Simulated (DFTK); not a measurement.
Runs of DFTK 0.8.2 on Ni. It takes space group Fm-3m (No. 225, cubic). Conventional cell: a = 3.475 Å, b = 3.475 Å, c = 3.475 Å, α = 90.00°, β = 90.00°, γ = 90.00°. Ni (site symmetry m-3m) is surrounded by 12 Ni at 2.46 Å. 

```tsv
task	level	potentials or basis	k mesh	cutoff (eV)	SCF solver	mesh quality	gap on the mesh (eV)	pressure (GPa)	moment (μB)	V0 of scaled cells (Å³/atom)	B0 (GPa)
single point	PBEsol	dojo.nc.sr.pbesol.v0_4_1.standard.upf (PBEsol)	13 × 13 × 13	1333	-	not flagged	none	-2.4	0.63	-	-
equation of state	PBEsol	PseudoDojo 0.4 stringent (PBEsol)	8 × 8 × 8	1415	-	coarse	-	-	-	10.40	231
equation of state	LDA	dojo.nc.sr.lda.v0_4_1.stringent.upf (LDA)	8 × 8 × 8	1415	-	coarse	-	-	-	10.05	256
single point	PBE	dojo.nc.sr.pbe.v0_4_1.standard.upf (PBE)	13 × 13 × 13	1333	-	not flagged	none	8.1	0.63	-	-
band structure	BJ06	in-house norm-conserving set (r2SCAN, scalar relativistic)	8 × 8 × 8	1388	ScfAndersonSolver	coarse	none	-	(a)	-	-
band structure	PBEsol	SG15 1.2 (PBE)	12 × 12 × 12	1225	-	not flagged	none	-2.1	0.64	-	-
band structure	r2SCAN	in-house norm-conserving set (r2SCAN, scalar relativistic)	8 × 8 × 8	1388	-	coarse	none	(b)	0.70	-	-
equation of state	r2SCAN	SG15 1.2 (PBE)	8 × 8 × 8	1225	ScfAndersonSolver	coarse	-	-	-	10.51	219
```

Alike in all rows: spin collinear, ferromagnetic start; cell as given; smearing fermi-dirac 0.05 eV.

Q: Estimate the missing entries.

A: (a) 0.69; (b) 0.1.

Caveats: some runs use coarse meshes; the potentials were made for another functional, which shifts forces and pressure (some runs); the program warned that the kinetic-energy density falls under its von Weizsäcker bound, which can give unphysical results (some runs); the program leaves the constant c of mgga_x_tb09 at 1, so the potential is Becke-Johnson's (BJ06) and not Tran and Blaha's, with levels but no total energy (some runs).

A k mesh can miss the band edges.

A gap of «none» marks a metal or a gap under the smearing width.

Not every run made on this cell is shown here.
